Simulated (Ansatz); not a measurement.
Born–Oppenheimer molecular dynamics of a periodic cell of 19 atoms, Be18H (surface Be(0001), adsorbate H). It starts from a relaxed structure.

Method: DFT PBEsol, scalar-relativistic, plane waves, PAW in Ansatz. Settings: accuracy low, cutoff 420 eV, k mesh 3x2x1, fermi-dirac smearing 0.15 eV, no spin polarisation.

| Property | Result |
| --- | --- |
| ensemble | NVT, Nosé–Hoover chain |
| time step | 0.75 fs |
| steps asked | 280 |
| set temperature | 1200 K |
| thermostat | time constant 200 fs, chain length 3 |
| atoms held | 1 to 6 |
| seed | 781573 |

Frames 3.75 fs apart, positions in Å, forces in eV/Å.

Velocities at 37.5 fs (Å/ps):

```
Be 0.00 0.00 0.00
Be 0.00 0.00 0.00
Be 0.00 0.00 0.00
Be 0.00 0.00 0.00
Be 0.00 0.00 0.00
Be 0.00 0.00 0.00
Be 4.95 5.65 2.46
Be 10.67 -4.49 10.52
Be -13.43 -10.21 -15.79
Be -0.32 -1.77 -2.34
Be 5.70 0.94 -1.89
Be 10.08 1.21 0.35
Be 3.20 16.90 13.90
Be 5.56 -3.28 -8.07
Be -9.11 6.77 0.06
Be 10.54 -6.33 -6.38
Be -12.84 -3.01 6.11
Be -6.00 3.05 13.20
H 10.33 -8.80 -26.19
```

```xyz
19
Lattice="4.5800 0.0000 0.0000 3.4350 5.9496 0.0000 0.0000 0.0000 14.5884" Properties=species:S:1:pos:R:3:forces:R:3 time_fs=37.5 energy_less_start_eV=0.898 T=677
Be 0.000 0.000 1.000 0.02 0.22 -0.06
Be 2.290 0.000 1.000 -0.03 0.26 -0.29
Be 1.145 1.983 1.000 -0.13 -0.41 -0.23
Be 3.435 1.983 1.000 -0.20 0.05 0.10
Be 2.290 3.966 1.000 0.20 0.17 0.01
Be 4.580 3.966 1.000 0.30 -0.08 0.14
Be -0.109 1.363 2.937 0.86 -0.08 -0.90
Be 2.299 1.267 2.865 -0.24 0.14 -0.08
Be 1.392 3.164 2.717 -1.07 1.00 1.10
Be 3.535 3.374 2.835 -0.12 0.06 0.10
Be 2.215 5.373 2.739 0.73 -0.74 0.49
Be 4.653 5.330 2.768 -0.37 -0.24 0.51
Be 0.120 0.103 4.615 -0.80 -0.80 0.43
Be 2.317 0.107 4.718 0.13 -0.62 -0.01
Be 1.018 1.979 4.635 1.10 0.67 0.08
Be 3.400 2.020 4.596 -0.28 0.75 0.25
Be 2.392 4.037 4.763 -0.72 0.12 -0.27
Be 4.564 4.027 4.754 0.68 -0.29 -0.54
H 6.990 5.479 5.665 -0.06 -0.17 -0.82
19
Lattice="4.5800 0.0000 0.0000 3.4350 5.9496 0.0000 0.0000 0.0000 14.5884" Properties=species:S:1:pos:R:3:forces:R:3 time_fs=41.2 energy_less_start_eV=0.988 T=625
Be 0.000 0.000 1.000 0.08 0.23 -0.07
Be 2.290 0.000 1.000 0.01 0.29 -0.34
Be 1.145 1.983 1.000 -0.06 -0.64 -0.42
Be 3.435 1.983 1.000 -0.21 0.02 0.10
Be 2.290 3.966 1.000 0.20 0.16 -0.01
Be 4.580 3.966 1.000 0.26 -0.05 0.15
Be -0.084 1.383 2.939 0.82 -0.31 -1.04
Be 2.336 1.252 2.903 -0.49 0.42 -0.36
Be 1.335 3.134 2.667 -0.65 1.25 1.38
Be 3.532 3.368 2.827 -0.23 0.09 0.25
Be 2.242 5.371 2.736 0.68 -0.73 0.43
Be 4.687 5.332 2.773 -0.58 -0.34 0.56
Be 0.127 0.159 4.669 -0.59 -1.14 -0.01
Be 2.338 0.090 4.688 -0.10 -0.54 0.10
Be 0.993 2.010 4.636 1.44 0.71 0.14
Be 3.437 2.002 4.575 -0.55 0.99 0.50
Be 2.339 4.026 4.783 -0.43 -0.11 -0.55
Be 4.546 4.036 4.800 0.60 -0.25 -0.63
H 7.021 5.436 5.524 -0.21 -0.06 -0.17
19
Lattice="4.5800 0.0000 0.0000 3.4350 5.9496 0.0000 0.0000 0.0000 14.5884" Properties=species:S:1:pos:R:3:forces:R:3 time_fs=45.0 energy_less_start_eV=1.111 T=555
Be 0.000 0.000 1.000 0.15 0.23 -0.07
Be 2.290 0.000 1.000 0.06 0.30 -0.33
Be 1.145 1.983 1.000 0.03 -0.79 -0.58
Be 3.435 1.983 1.000 -0.19 0.00 0.10
Be 2.290 3.966 1.000 0.17 0.12 -0.01
Be 4.580 3.966 1.000 0.19 -0.01 0.14
Be -0.046 1.399 2.925 0.60 -0.53 -0.93
Be 2.367 1.243 2.936 -0.65 0.61 -0.62
Be 1.267 3.122 2.637 -0.19 1.41 1.54
Be 3.527 3.363 2.823 -0.31 0.10 0.34
Be 2.279 5.358 2.738 0.51 -0.61 0.31
Be 4.713 5.329 2.787 -0.66 -0.41 0.52
Be 0.124 0.199 4.723 -0.19 -1.13 -0.42
Be 2.358 0.065 4.660 -0.37 -0.34 0.18
Be 0.990 2.051 4.639 1.50 0.55 0.15
Be 3.465 2.000 4.561 -0.69 1.05 0.65
Be 2.280 4.013 4.795 -0.12 -0.50 -0.81
Be 4.538 4.042 4.836 0.45 -0.19 -0.68
H 7.025 5.387 5.360 -0.30 0.13 0.51
19
Lattice="4.5800 0.0000 0.0000 3.4350 5.9496 0.0000 0.0000 0.0000 14.5884" Properties=species:S:1:pos:R:3:forces:R:3 time_fs=48.8 energy_less_start_eV=1.159 T=529
Be 0.000 0.000 1.000 0.21 0.23 -0.07
Be 2.290 0.000 1.000 0.11 0.28 -0.27
Be 1.145 1.983 1.000 0.14 -0.80 -0.62
Be 3.435 1.983 1.000 -0.15 -0.01 0.10
Be 2.290 3.966 1.000 0.12 0.07 0.02
Be 4.580 3.966 1.000 0.10 0.06 0.12
Be 0.000 1.406 2.898 0.24 -0.69 -0.59
Be 2.387 1.243 2.960 -0.69 0.67 -0.79
Be 1.197 3.132 2.630 0.25 1.45 1.50
Be 3.516 3.360 2.825 -0.34 0.07 0.36
Be 2.324 5.336 2.746 0.25 -0.41 0.21
Be 4.729 5.321 2.808 -0.64 -0.43 0.39
Be 0.119 0.222 4.772 0.06 -0.98 -0.62
Be 2.372 0.035 4.634 -0.64 -0.04 0.25
Be 1.008 2.100 4.644 1.26 0.18 0.13
Be 3.484 2.013 4.557 -0.65 0.91 0.67
Be 2.219 3.993 4.795 0.23 -0.66 -0.88
Be 4.536 4.045 4.861 0.25 -0.15 -0.73
H 6.992 5.355 5.260 -0.09 0.24 0.81
19
Lattice="4.5800 0.0000 0.0000 3.4350 5.9496 0.0000 0.0000 0.0000 14.5884" Properties=species:S:1:pos:R:3:forces:R:3 time_fs=52.5 energy_less_start_eV=1.092 T=570
Be 0.000 0.000 1.000 0.26 0.22 -0.08
Be 2.290 0.000 1.000 0.13 0.25 -0.17
Be 1.145 1.983 1.000 0.25 -0.66 -0.54
Be 3.435 1.983 1.000 -0.10 -0.01 0.10
Be 2.290 3.966 1.000 0.07 0.02 0.06
Be 4.580 3.966 1.000 0.00 0.12 0.11
Be 0.049 1.403 2.862 -0.17 -0.75 -0.12
Be 2.398 1.253 2.972 -0.63 0.60 -0.84
Be 1.130 3.163 2.646 0.63 1.31 1.29
Be 3.501 3.358 2.831 -0.34 0.03 0.29
Be 2.372 5.308 2.757 -0.06 -0.16 0.19
Be 4.736 5.306 2.835 -0.57 -0.39 0.21
Be 0.114 0.230 4.811 0.11 -0.80 -0.73
Be 2.377 0.005 4.611 -0.76 0.30 0.32
Be 1.046 2.152 4.651 0.77 -0.42 0.08
Be 3.493 2.039 4.562 -0.47 0.62 0.58
Be 2.161 3.964 4.782 0.70 -0.22 -0.77
Be 4.538 4.045 4.876 0.04 -0.11 -0.76
H 6.946 5.350 5.265 0.16 0.04 0.80
19
Lattice="4.5800 0.0000 0.0000 3.4350 5.9496 0.0000 0.0000 0.0000 14.5884" Properties=species:S:1:pos:R:3:forces:R:3 time_fs=56.2 energy_less_start_eV=1.027 T=612
Be 0.000 0.000 1.000 0.27 0.21 -0.08
Be 2.290 0.000 1.000 0.12 0.21 -0.06
Be 1.145 1.983 1.000 0.34 -0.43 -0.42
Be 3.435 1.983 1.000 -0.03 -0.02 0.10
Be 2.290 3.966 1.000 0.03 -0.03 0.11
Be 4.580 3.966 1.000 -0.09 0.18 0.13
Be 0.097 1.389 2.824 -0.52 -0.68 0.33
Be 2.399 1.272 2.971 -0.47 0.46 -0.74
Be 1.072 3.214 2.681 0.89 0.95 0.96
Be 3.480 3.356 2.841 -0.28 -0.01 0.16
Be 2.420 5.277 2.771 -0.39 0.11 0.20
Be 4.734 5.285 2.866 -0.51 -0.26 -0.01
Be 0.111 0.227 4.840 0.02 -0.64 -0.79
Be 2.371 -0.022 4.594 -0.48 0.48 0.53
Be 1.094 2.197 4.659 0.14 -1.17 0.04
Be 3.495 2.075 4.577 -0.26 0.23 0.45
Be 2.114 3.932 4.758 1.26 0.58 -0.55
Be 4.540 4.044 4.880 -0.13 -0.08 -0.78
H 6.918 5.353 5.374 0.10 -0.10 0.41
19
Lattice="4.5800 0.0000 0.0000 3.4350 5.9496 0.0000 0.0000 0.0000 14.5884" Properties=species:S:1:pos:R:3:forces:R:3 time_fs=60.0 energy_less_start_eV=1.102 T=571
Be 0.000 0.000 1.000 0.26 0.18 -0.06
Be 2.290 0.000 1.000 0.09 0.18 0.07
Be 1.145 1.983 1.000 0.39 -0.17 -0.31
Be 3.435 1.983 1.000 0.04 -0.03 0.11
Be 2.290 3.966 1.000 -0.01 -0.07 0.16
Be 4.580 3.966 1.000 -0.16 0.20 0.16
Be 0.137 1.365 2.791 -0.76 -0.50 0.68
Be 2.393 1.298 2.960 -0.27 0.29 -0.55
Be 1.027 3.279 2.730 1.03 0.38 0.61
Be 3.455 3.354 2.854 -0.18 -0.06 0.01
Be 2.462 5.248 2.788 -0.69 0.38 0.21
Be 4.724 5.260 2.896 -0.50 -0.02 -0.21
Be 0.108 0.213 4.856 -0.16 -0.53 -0.74
Be 2.357 -0.041 4.585 -0.05 0.59 0.84
Be 1.145 2.225 4.668 -0.44 -1.85 0.02
Be 3.493 2.114 4.598 -0.07 -0.20 0.31
Be 2.085 3.908 4.725 1.74 1.33 -0.27
Be 4.540 4.042 4.871 -0.22 -0.06 -0.77
H 6.903 5.344 5.535 -0.04 -0.04 -0.27
19
Lattice="4.5800 0.0000 0.0000 3.4350 5.9496 0.0000 0.0000 0.0000 14.5884" Properties=species:S:1:pos:R:3:forces:R:3 time_fs=63.8 energy_less_start_eV=1.245 T=489
Be 0.000 0.000 1.000 0.23 0.13 -0.04
Be 2.290 0.000 1.000 0.05 0.15 0.18
Be 1.145 1.983 1.000 0.39 0.05 -0.24
Be 3.435 1.983 1.000 0.11 -0.02 0.12
Be 2.290 3.966 1.000 -0.05 -0.10 0.21
Be 4.580 3.966 1.000 -0.19 0.20 0.19
Be 0.165 1.334 2.768 -0.90 -0.29 0.90
Be 2.383 1.329 2.940 -0.06 0.11 -0.30
Be 0.998 3.350 2.789 1.11 -0.29 0.27
Be 3.428 3.351 2.868 -0.01 -0.14 -0.12
Be 2.493 5.224 2.808 -0.91 0.63 0.16
Be 4.707 5.235 2.924 -0.52 0.35 -0.36
Be 0.103 0.192 4.862 -0.31 -0.43 -0.64
Be 2.343 -0.051 4.588 0.17 0.72 0.97
Be 1.190 2.226 4.678 -0.81 -2.07 0.02
Be 3.490 2.151 4.623 0.06 -0.60 0.17
Be 2.082 3.904 4.688 1.88 1.62 0.01
Be 4.538 4.039 4.851 -0.20 -0.05 -0.71
H 6.884 5.330 5.663 -0.06 0.03 -0.79
19
Lattice="4.5800 0.0000 0.0000 3.4350 5.9496 0.0000 0.0000 0.0000 14.5884" Properties=species:S:1:pos:R:3:forces:R:3 time_fs=67.5 energy_less_start_eV=1.236 T=498
Be 0.000 0.000 1.000 0.18 0.06 -0.01
Be 2.290 0.000 1.000 0.02 0.11 0.27
Be 1.145 1.983 1.000 0.35 0.21 -0.19
Be 3.435 1.983 1.000 0.16 -0.02 0.15
Be 2.290 3.966 1.000 -0.08 -0.13 0.24
Be 4.580 3.966 1.000 -0.19 0.17 0.22
Be 0.180 1.298 2.758 -0.97 -0.09 1.00
Be 2.372 1.361 2.916 0.13 -0.06 -0.07
Be 0.985 3.417 2.852 1.14 -0.92 -0.05
Be 3.400 3.346 2.879 0.22 -0.19 -0.21
Be 2.511 5.210 2.830 -1.03 0.84 0.00
Be 4.682 5.216 2.946 -0.54 0.78 -0.45
Be 0.093 0.164 4.858 -0.36 -0.30 -0.58
Be 2.331 -0.051 4.605 0.19 0.80 0.83
Be 1.224 2.196 4.688 -0.86 -1.67 0.01
Be 3.488 2.178 4.652 0.15 -0.91 0.04
Be 2.108 3.924 4.651 1.63 1.32 0.28
Be 4.532 4.035 4.821 -0.10 -0.06 -0.59
H 6.857 5.319 5.689 -0.03 0.05 -0.88
19
Lattice="4.5800 0.0000 0.0000 3.4350 5.9496 0.0000 0.0000 0.0000 14.5884" Properties=species:S:1:pos:R:3:forces:R:3 time_fs=71.2 energy_less_start_eV=1.064 T=603
Be 0.000 0.000 1.000 0.14 -0.02 0.04
Be 2.290 0.000 1.000 0.00 0.07 0.34
Be 1.145 1.983 1.000 0.28 0.29 -0.14
Be 3.435 1.983 1.000 0.20 -0.01 0.17
Be 2.290 3.966 1.000 -0.12 -0.15 0.25
Be 4.580 3.966 1.000 -0.17 0.15 0.24
Be 0.181 1.260 2.763 -0.98 0.12 0.97
Be 2.363 1.393 2.890 0.23 -0.23 0.12
Be 0.989 3.470 2.914 1.11 -1.32 -0.35
Be 3.376 3.338 2.887 0.46 -0.17 -0.25
Be 2.514 5.208 2.852 -1.03 0.96 -0.28
Be 4.648 5.207 2.961 -0.49 1.07 -0.50
Be 0.078 0.131 4.845 -0.31 -0.13 -0.58
Be 2.321 -0.038 4.635 0.02 0.81 0.43
Be 1.244 2.142 4.698 -0.75 -0.94 -0.03
Be 3.488 2.192 4.681 0.19 -1.10 -0.10
Be 2.157 3.963 4.618 1.13 0.68 0.55
Be 4.526 4.030 4.781 0.02 -0.05 -0.39
H 6.826 5.314 5.603 0.08 -0.03 -0.46
19
Lattice="4.5800 0.0000 0.0000 3.4350 5.9496 0.0000 0.0000 0.0000 14.5884" Properties=species:S:1:pos:R:3:forces:R:3 time_fs=75.0 energy_less_start_eV=0.931 T=687
Be 0.000 0.000 1.000 0.11 -0.08 0.07
Be 2.290 0.000 1.000 -0.01 0.03 0.37
Be 1.145 1.983 1.000 0.18 0.32 -0.09
Be 3.435 1.983 1.000 0.22 0.01 0.19
Be 2.290 3.966 1.000 -0.14 -0.16 0.24
Be 4.580 3.966 1.000 -0.12 0.12 0.24
Be 0.167 1.224 2.782 -0.93 0.39 0.83
Be 2.357 1.420 2.866 0.24 -0.40 0.26
Be 1.010 3.505 2.972 0.96 -1.40 -0.63
Be 3.358 3.328 2.892 0.65 -0.07 -0.25
Be 2.502 5.221 2.870 -0.95 0.94 -0.63
Be 4.607 5.215 2.969 -0.28 1.04 -0.51
Be 0.058 0.097 4.824 -0.16 0.07 -0.54
Be 2.312 -0.013 4.671 -0.32 0.80 -0.14
Be 1.253 2.073 4.707 -0.61 -0.26 -0.09
Be 3.491 2.190 4.709 0.16 -1.14 -0.22
Be 2.224 4.012 4.593 0.57 -0.06 0.70
Be 4.519 4.024 4.736 0.11 -0.04 -0.12
H 6.807 5.305 5.458 0.32 -0.10 0.32
19
Lattice="4.5800 0.0000 0.0000 3.4350 5.9496 0.0000 0.0000 0.0000 14.5884" Properties=species:S:1:pos:R:3:forces:R:3 time_fs=78.8 energy_less_start_eV=0.903 T=709
Be 0.000 0.000 1.000 0.10 -0.10 0.11
Be 2.290 0.000 1.000 -0.01 0.00 0.38
Be 1.145 1.983 1.000 0.08 0.30 -0.03
Be 3.435 1.983 1.000 0.24 0.01 0.19
Be 2.290 3.966 1.000 -0.15 -0.16 0.23
Be 4.580 3.966 1.000 -0.07 0.10 0.23
Be 0.139 1.194 2.814 -0.81 0.72 0.59
Be 2.355 1.442 2.846 0.15 -0.56 0.35
Be 1.046 3.518 3.020 0.71 -1.21 -0.87
Be 3.350 3.317 2.893 0.77 0.06 -0.22
Be 2.475 5.247 2.879 -0.86 0.75 -0.89
Be 4.562 5.238 2.970 0.06 0.71 -0.48
Be 0.036 0.063 4.794 0.07 0.30 -0.41
Be 2.298 0.024 4.705 -0.37 0.56 -0.41
Be 1.254 1.999 4.715 -0.52 0.26 -0.12
Be 3.496 2.171 4.733 0.07 -1.03 -0.35
Be 2.299 4.061 4.579 0.09 -0.80 0.66
Be 4.514 4.018 4.689 0.19 -0.05 0.18
H 6.828 5.286 5.353 0.27 0.13 0.87
```

Of the whole run (210 fs, mean temperature of the second half 704 K): The conserved energy stayed within 0.15 meV per atom of its start (net change 0.12 meV per atom), so the integration is sound. The mean temperature of the second half is 41 % below the set value. A run of 0.21 ps of so small a system gives no equilibrium averages. Limits of this set-up: coarse k mesh, thin slab, slab without dipole correction, odd electron count without spin, low accuracy level.

The run took 11 min on 1 thread of Arm Neoverse V2, with other jobs on the host, peak memory 0.47 GiB.
